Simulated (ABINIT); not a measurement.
The system is TaN.

```
Ta N
1.0
     0.00000    2.21132    2.21132
     2.21132    0.00000    2.21132
     2.21132    2.21132    0.00000
Ta N
1 1
Direct
  0.50000 0.50000 0.50000
  0.00000 0.00000 0.00000
```

The cell comes from a database or a generator and needn't be the stable form of this composition.

Base run:

| Item | Value |
| --- | --- |
| Program | ABINIT 10.8.3 (patched build) |
| Functional | r2SCAN |
| Potentials or basis | JTH PAW PBE v2.0 |
| Cutoff | 844 eV |
| k mesh | 10 × 10 × 10 |
| Occupations | fermi-dirac, width 0.05 eV |
| Spin | no spin polarisation |

Its results: band gap on the k mesh none (metal or under the smearing width); pressure -3.9 GPa.

Problem. The run is repeated on the same cell with these changes: potentials or basis from JTH PAW PBE v2.0 to Ansatz NC r2SCAN; cutoff from 844 eV to 1497 eV. What comes out?

Solution. Band gap on the k mesh none (metal or under the smearing width); pressure -5.1 GPa.

Caveats: the highest band is partly filled, so the run has too few bands; spin-orbit coupling is left out, which moves the levels of the heavy elements; the PAW data sets were made with another functional, which shifts forces and pressure a little (some runs).
